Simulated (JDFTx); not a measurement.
The system is Tl.

```
Tl
1.0
     3.45600    0.00000    0.00000
    -1.72800    2.99298    0.00000
     0.00000    0.00000    5.52500
Tl
2
Direct
  0.66667 0.33333 0.75000
  0.33333 0.66667 0.25000
```

Base run:

* Program: JDFTx 1.7.0 (patched build)
* Functional: PBE
* Potentials or basis: PseudoDojo-SR-PBE-0.4.1-standard with smoothed tails
* Cutoff: 844 eV
* Density cutoff: 6748 eV
* k mesh: 9 × 9 × 5
* Occupations: fermi-dirac, width 0.05 eV
* Spin: no spin polarisation

Its results: band gap on the k mesh none (metal or under the smearing width); pressure 3.3 GPa.

Question: The run is repeated on the same cell with these changes: potentials or basis from PseudoDojo-SR-PBE-0.4.1-standard with smoothed tails to PseudoDojo-FR-PBE-0.4-standard with smoothed tails; cutoff from 844 eV to 871 eV; density cutoff from 6748 eV to 6966 eV; spin from no spin polarisation to spin-orbit coupling, no magnetisation. What comes out?

Answer: Band gap on the k mesh none (metal or under the smearing width); pressure 2.8 GPa.

Caveats: the empty levels aren't tightly converged (some runs).
